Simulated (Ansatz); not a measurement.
A run of Ansatz 0.2.0 is set up as follows.

The input input.yaml:

```yaml
crystal:
  lattice:
    - [2.9065, 0.0, 0.0]
    - [-1.45325, 2.5171028361, 0.0]
    - [0.0, 0.0, 2.8366]
  atoms:
    - { symbol: W, position: [0.0, 0.0, 0.0] }
    - { symbol: C, position: [0.6666666667, 0.3333333333, 0.5] }
kpoints:
  mp_grid: { grid: [10, 10, 9] }
scf:
  occupations: { method: gaussian, width: 0.015 }
hamiltonian:
  xc: pbe
  pseudopotentials: { kind: all_electron, lapw: { basis_error: 0.001 } }
output:
  forces: true
  stress: true
  eigenvalues: true
```

Potentials or basis: all-electron LAPW, scalar-relativistic.

The run is started by

```console
$ ansatz run input.yaml --threads 1 --pin off --max-ram 3072MiB --backend cpu --events-out ev --progress --plain --runs-dir out
```

Question: Estimate the band gap on the k mesh.

Answer: None (metal or under the smearing width).

Question: What does it give for the pressure?

Answer: 5.7 GPa.

Stress tensor (GPa, compression positive):
```
5.99 0.00 0.00
0.00 5.99 0.00
0.00 0.00 5.09
```

Spin-orbit coupling is left out, which matters for the levels of W.
